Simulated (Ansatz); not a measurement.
# Pt: equation of state with PBE

The system is Pt.

```
Pt
1.0
    -1.58422    1.58422    1.58422
     1.58422   -1.58422    1.58422
     1.58422    1.58422   -1.58422
Pt
1
Direct
  0.00000 0.00000 0.00000
```

This isn't the form of Pt at room conditions, which is fcc.

* Program: Ansatz 0.2.0
* Task: equation of state
* Functional: PBE
* Potentials or basis: all-electron LAPW, scalar-relativistic
* Basis error allowed: 0.0005 eV/atom
* k mesh: 12 × 12 × 12
* Occupations: fermi-dirac, width 0.05 eV
* Spin: no spin polarisation

```json
{
  "Equilibrium volume": "15.81 Å³/atom",
  "Bulk modulus": "240 GPa",
  "Pressure derivative of the bulk modulus": "5.4"
}
```

Energy against volume, from the lowest point:
```tsv
volume (Å³/atom)	energy (meV/atom)
14.950	39.32
15.268	14.74
15.586	2.11
15.904	0.00
16.222	7.13
16.540	22.38
16.858	44.74
```

All runs of the series together: 2 min on 1 thread of AMD EPYC 7R43 64-Core Processor (Zen 3), with other jobs on the host.

Spin-orbit coupling is left out, which matters for the levels of Pt.
